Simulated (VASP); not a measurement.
BP:

```
B P
1.0
     0.00000    2.26054    2.26054
     2.26054    0.00000    2.26054
     2.26054    2.26054    0.00000
B P
1 1
Direct
  0.00000 0.00000 0.00000
  0.75000 0.75000 0.75000
```

The cell is a database's computed one.

Base run:

```yaml
Program: VASP 6.6.1
Functional: PBEsol
Potentials_or_basis: VASP PAW PBE potentials, release 64 (B_h, P_h)
Cutoff: 900 eV
k_mesh: 10 × 10 × 10
Occupations: gaussian, width 0.02 eV
Spin: no spin polarisation
```

Its results: band gap on the k mesh 1.12 eV, indirect (least direct gap 3.38 eV); pressure -0.1 GPa.

The run is repeated on the same cell with these changes: functional from PBEsol to r2SCAN; potentials or basis from VASP PAW PBE potentials, release 64 (B_h, P_h) to VASP PAW PBE potentials, release 64 (B, P); cutoff from 900 eV to 520 eV. What comes out?

Band gap on the k mesh 1.43 eV, indirect (least direct gap 3.66 eV); pressure 1.3 GPa.

Caveats: the PAW data sets were made with another functional, which shifts forces and pressure a little.

A k mesh can miss the band edges.
